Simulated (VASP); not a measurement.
# ZnS (Wurtzite-2H) (P6_3mc) in VASP: a series of runs, part 2 of 2

VASP 6.6.1. Earlier steps stand in the parts before.

## (5) Single point, RPBE

Contents of INCAR:

```
SYSTEM = ZnS
ALGO = Normal
EDIFF = 1E-7
ENCUT = 520
GGA = RP
ISIF = 2
ISMEAR = -1
LASPH = .True.
LCHARG = .False.
LREAL = .False.
LWAVE = .False.
NBANDS = 26
NELM = 100
PREC = Accurate
SIGMA = 0.05
```

Contents of KPOINTS:

```
k-points
0
Gamma
  5 5 3
  0 0 0
```

Contents of POSCAR:

```
ZnS
1.0
    3.8110000000      0.0000000000      0.0000000000
   -1.9055000000      3.3004228138      0.0000000000
    0.0000000000      0.0000000000      6.2340000000
Zn S
2 2
Direct
    0.6666666667      0.3333333333      0.5000000000
    0.3333333333      0.6666666667      0.0000000000
    0.6666666667      0.3333333333      0.8850000000
    0.3333333333      0.6666666667      0.3850000000
```

Potentials or basis: VASP PAW PBE potentials, release 64 (Zn, S).

The run is started by

```sh
cat potpaw_PBE.64/Zn/POTCAR potpaw_PBE.64/S/POTCAR > POTCAR
mpirun -np 1 vasp_std > vasp.out
```

OUTCAR:

```text
SYSTEM = ZnS
   EDIFF = 1E-7
   ENCUT = 520
   GGA = RP
   ISIF = 2
   ISMEAR = -1
   LASPH = .True.
   LREAL = .False.
   NELM = 100
   PREC = Accurate

 ion  position               nearest neighbor table
   1  0.667  0.333  0.500-   4 2.31   4 2.31   4 2.31   3 2.40
   2  0.333  0.667  0.000-   3 2.31   3 2.31   3 2.31   4 2.40
   3  0.667  0.333  0.885-   2 2.31   2 2.31   2 2.31   1 2.40
   4  0.333  0.667  0.385-   1 2.31   1 2.31   1 2.31   2 2.40

  LATTYP: Found a hexagonal cell.
 ALAT       =     3.8110000000
 C/A-ratio  =     1.6357911309

  Lattice vectors:

 A1 = (   3.8110000000,   0.0000000000,   0.0000000000)
 A2 = (  -1.9055000000,   3.3004228138,   0.0000000000)
 A3 = (   0.0000000000,   0.0000000000,   6.2340000000)

Analysis of symmetry for initial positions (statically):
=====================================================================
 Subroutine PRICEL returns:
 Original cell was already a primitive cell.

 Routine SETGRP: Setting up the symmetry group for a
 hexagonal supercell.

 Subroutine GETGRP returns: Found 12 space group operations
 (whereof  6 operations were pure point group operations)
 out of a pool of 24 trial point group operations.
[... 152 lines left out ...]

 E-fermi :   3.3491     XC(G=0):  -9.4284

 val. band max:        2.2787908878   @ k =   0.0000   0.0000   0.0000
 cond. band min:       4.7008380651   @ k =   0.0000   0.0000   0.0000
 fundamental gap:      2.4220471774
 Fermi energy:         3.3490526224

 k-point     1 :       0.0000    0.0000    0.0000
  band No.  band energies     occupation
      1     -10.8980      2.00000
      2      -9.9849      2.00000
      3      -4.0468      2.00000
      4      -4.0468      2.00000
      5      -3.9819      2.00000
      6      -3.9819      2.00000
[... 279 lines left out ...]
     25      11.7841      0.00000
     26      12.2552      0.00000

------------------------ aborting loop because EDIFF is reached ----------------------------------------

  FORCE on cell =-STRESS in cart. coord.  units (eV):
  Direction    XX          YY          ZZ          XY          YZ          ZX
  --------------------------------------------------------------------------------------
  -------------------------------------------------------------------------------------
  Total        2.8909984      2.8909984      1.7491847      0.0000000      0.0000000      0.0000000
  in kB       59.0721951     59.0721951     35.7413483      0.0000000      0.0000000      0.0000000
  external PRESSURE =      51.2952461 kB  Pullay stress =       0.0000000 kB

 VOLUME and BASIS-vectors are now :
 -----------------------------------------------------------------------------
  energy-cutoff  :      520.00
  volume of cell :       78.41
      direct lattice vectors                 reciprocal lattice vectors
     3.811000000  0.000000000  0.000000000     0.262398321  0.151495741  0.000000000
    -1.905500000  3.300422814  0.000000000     0.000000000  0.302991482  0.000000000
     0.000000000  0.000000000  6.234000000     0.000000000  0.000000000  0.160410651

 POSITION                                       TOTAL-FORCE (eV/Angst)
 -----------------------------------------------------------------------------------
      1.90550      1.10014      3.11700        -0.000000      0.000000      0.332406
     -0.00000      2.20028      0.00000         0.000000     -0.000000      0.332406
      1.90550      1.10014      5.51709         0.000000     -0.000000     -0.332406
     -0.00000      2.20028      2.40009         0.000000      0.000000     -0.332406
 -----------------------------------------------------------------------------------
    total drift:                               -0.000000     -0.000000      0.000435

  FREE ENERGIE OF THE ION-ELECTRON SYSTEM (eV)
  ---------------------------------------------------
  free  energy   TOTEN  =       -12.2865413796 eV

  energy  without entropy=      -12.2865413796  energy(sigma->0) =      -12.28654138
```

stdout:

```text
POSCAR found type information on POSCAR ZnS
 POSCAR found :  2 types and       4 ions
 scaLAPACK will be used
 -----------------------------------------------------------------------------
|                                                                             |
|                                                                             |
|     You enforced a specific xc type in the INCAR file but a different       |
|     I HOPE YOU KNOW WHAT YOU ARE DOING!                                     |
|                                                                             |
 -----------------------------------------------------------------------------

 LDA part: xc-table for (Slater+PW92), standard interpolation
 POSCAR, INCAR and KPOINTS ok, starting setup
 FFT: planning ... GRIDC
 FFT: planning ... GRID_SOFT
 FFT: planning ... GRID
 WAVECAR not read
 entering main loop
```

Run time: 46 s. Hardware: 1 thread of Intel Xeon 8259CL, shared host; peak memory 0.19 GiB.

What came out:

```
Free energy            : -12.2865 eV
Pressure               : 5.1 GPa
Largest force          : 0.332 eV/Å
Band gap on the k mesh : 2.42 eV, direct
```

Forces in eV/Å, atoms in the order of the input:
```
Zn   0.000  0.000  0.332
Zn   0.000  0.000  0.332
S    0.000  0.000 -0.332
S    0.000  0.000 -0.332
```

Levels at points of the mesh, in eV from the valence-band top:
| k point | band 15 | band 16 | band 17 | band 18 | band 19 | band 20 | band 21 | band 22 |
| --- | --- | --- | --- | --- | --- | --- | --- | --- |
| (0.00, 0.00, 0.00) | -0.85 | -0.01 | -0.01 | 0.00 | 2.42 | 3.11 | 6.36 | 6.36 |

Caveat: the PAW data sets were made with another functional, which shifts forces and pressure a little.

## (6) The runs side by side

| level | potentials or basis | gap on the mesh (eV) | pressure (GPa) | largest force (eV/Å) |
| --- | --- | --- | --- | --- |
| PBE | VASP PAW PBE potentials, release 64 (Zn, S) | 2.25 | 2.5 | 0.33 |
| LDA | VASP PAW LDA potentials, release 64 (Zn, S) | 2.02 | -3.6 | 0.30 |
| PBEsol | VASP PAW PBE potentials, release 64 (Zn, S) | 2.11 | -1.0 | 0.31 |
| RPBE | VASP PAW PBE potentials, release 64 (Zn, S) | 2.42 | 5.1 | 0.33 |

Alike in all rows: task single point; no spin polarisation; cell as given; k mesh 5 × 5 × 3; cutoff (eV) 520; smearing fermi-dirac 0.05 eV.

Caveats: the PAW data sets were made with another functional, which shifts forces and pressure a little (some runs).

Absolute energies hang on the potentials; compare differences alone.

## (7) Against experiment

Step 2. Against the measured gap of ZnS, 3.911 eV (direct; 4 K; a printed reference work, monograph), the calculated 2.25 eV is off by -1.66 eV. The value is that of PBE, without temperature or zero-point motion. Semilocal functionals fall short of measured gaps as a rule.

Step 4. Measured gap of ZnS: 3.911 eV (direct; 4 K; a printed reference work, monograph). This calculation gives 2.11 eV (-1.80 eV). The value is that of PBEsol, without temperature or zero-point motion. Semilocal functionals fall short of measured gaps as a rule.
